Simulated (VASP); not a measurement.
Crystal: Ge.

```
Ge
1.0
     0.00000    2.82891    2.82891
     2.82891    0.00000    2.82891
     2.82891    2.82891    0.00000
Ge
2
Cartesian
  4.2434 4.2434 4.2434
  2.8289 2.8289 2.8289
```

Base run:

```yaml
Program: VASP 6.6.1
Functional: PBEsol
Potentials_or_basis: VASP PAW PBE potentials, release 64 (Ge_d)
Cutoff: 520 eV
k_mesh: 8 × 8 × 8
Occupations: fermi-dirac, width 0.05 eV
Spin: no spin polarisation
```

Its results: band gap on the k mesh none (metal or under the smearing width); pressure 0.5 GPa.

Problem. The run is repeated on the same cell with these changes: functional from PBEsol to PBE; occupations from fermi-dirac, width 0.05 eV to gaussian, width 0.015 eV. What comes out?

Solution. Band gap on the k mesh 0.03 eV, direct; pressure 3.5 GPa.

Caveats: the PAW data sets were made with another functional, which shifts forces and pressure a little (some runs); this crystal is a semiconductor, whose small gap the functional closes, so the metal is an error of the method (some runs).

A k mesh can miss the band edges.

Not every run made on this cell is shown here.
